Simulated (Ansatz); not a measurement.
## How far is PAW off for Hf?

```
Hf
1.0
    -1.80500    1.80500    1.80500
     1.80500   -1.80500    1.80500
     1.80500    1.80500   -1.80500
Hf
1
Direct
  0.00000 0.00000 0.00000
```

Conventional cell: a = 3.610 Å, b = 3.610 Å, c = 3.610 Å, α = 90.00°, β = 90.00°, γ = 90.00°. Around Hf (atom 1) lie 8 Hf at 3.13 Å.

The cell comes from COD entry 1522789, which wasn't checked; take it as a given geometry.

No spin–orbit coupling, which matters for the heavy atoms here.

Levels of theory: DFT, PBE, PAW with Ansatz's default frozen-core files, scalar-relativistic (Ansatz 0.2.0); DFT, PBE, all-electron PAW with datasets made for the crystal, scalar-relativistic (Ansatz 0.2.0); DFT, PBE, all-electron LAPW, scalar-relativistic (Ansatz 0.2.0).

For PAW: a Γ-centred 16×16×16 k mesh, Fermi–Dirac smearing of 0.08 eV, cutoff 420 eV, no spin polarisation. The crystal-made all-electron datasets (AE datasets) take a cutoff of 400 eV at this cell. LAPW targets a basis error of 1 meV/atom. The Ansatz runs share mesh, smearing and spin set-up. Plane-wave (PAW) pressures include the program's estimate of the Pulay term.

Stress and pressure are positive in compression.

Levels count from the Fermi level.

```json
{"quantity": "pressure (GPa)", "PAW": "-4.78", "AE datasets": "-4.77", "LAPW": "-4.77"}
{"quantity": "highest filled level at N (eV)", "PAW": "-0.421", "AE datasets": "-0.421", "LAPW": "-0.421"}
{"quantity": "lowest empty level at N (eV)", "PAW": "0.882", "AE datasets": "0.881", "LAPW": "0.881"}
{"quantity": "highest filled level at P (eV)", "PAW": "-0.638", "AE datasets": "-0.638", "LAPW": "-0.638"}
{"quantity": "lowest empty level at P (eV)", "PAW": "5.018", "AE datasets": "5.018", "LAPW": "5.018"}
```

PAW's pressure differs from the LAPW value by about 0.01 GPa or less.
